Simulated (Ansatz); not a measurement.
## zincblende-structured HgTe

The computed numbers are results of PBE with spin–orbit coupling (two-component spinors) in the plane-wave PAW code Ansatz at 420 eV, 10×10×10 k-mesh, Gaussian smearing of 0.05 eV; PAW files: Ansatz's generated set soft_2.

```
Hg Te
1.0
     0.00000    3.31455    3.31455
     3.31455    0.00000    3.31455
     3.31455    3.31455    0.00000
Hg Te
1 1
Direct
  0.00000 0.00000 0.00000
  0.25000 0.25000 0.25000
```

The start was a prototype's sites filled with these elements; the Crystallography Open Database holds the compound in this structure.

The cell is relaxed to zero pressure at this level.

The cell has space group F-43m (read at 0.01 Å). In it the stress is 0.00, 0.00, 0.00, 0.00, 0.00, 0.00 GPa and the largest force component 0.000 eV/Å. Each change below starts from this cell, without further relaxation. Stress is in GPa, positive in compression, in the order xx, yy, zz, yz, xz, xy; energies are counted from the cell above and are free energies with the smearing's entropy, which match forces and stress in a metal.

**Question.** What happens when atom 1 (Hg) is moved by 0.02 Å along z?

**Answer.** The energy changes by 0.6 meV per cell, and the force on it along the shift is -0.055 eV/Å (−F/u = 2.76 eV/Å²). Stress: 0.01, 0.01, 0.00, 0.00, 0.00, 0.16. The gap on the mesh goes from zero (metallic) to 0.01 eV (close to the smearing width).
| atom | Fx (eV/Å) | Fy | Fz |
| --- | --- | --- | --- |
| Hg1 | 0.000 | 0.000 | -0.055 |
| Te2 | 0.000 | 0.000 | 0.055 |

**Question.** A single strain component, atoms carried along, gave the stress 0.64, 0.93, 0.64, 0.00, 0.00, 0.00. Which component, and about how large?

**Answer.** An engineering strain of -2 % in yy; the energy changes by 4.2 meV per cell.

At this volume the filled and empty bands only touch, so this is a zero-gap semimetal rather than a metal, and a semilocal functional can cause such a touching. The relaxed cell is 9 % larger in volume than the cell of this structure in the Crystallography Open Database (33.49 Å³/atom, 1987).

The zero gap is what is expected of cubic HgTe, and not merely a product of the functional. Relativistic lowering of the Hg 6s level puts the s-like Γ6 state below the Te p-derived Γ8 quartet, which is then half filled and holds the band edges together by symmetry. A semilocal functional probably exaggerates the inversion. Moving Hg along z lifts the protecting symmetry, but the resulting gap is too small to establish an insulating state.

The same shift produces essentially only xy shear stress, 0.16 GPa, the internal-strain coupling allowed by a tetrahedral lattice without inversion. Compression along yy leaves the sublattices in place by symmetry, so its stresses need no correction for internal relaxation. The transverse stress of 0.64 GPa against 0.93 GPa along the strain shows weak resistance to tetragonal shear, consistent with soft bond bending in a polar, weakly directional Hg–Te bond. The oversized cell suggests underbinding by PBE, which probably softens these responses too.
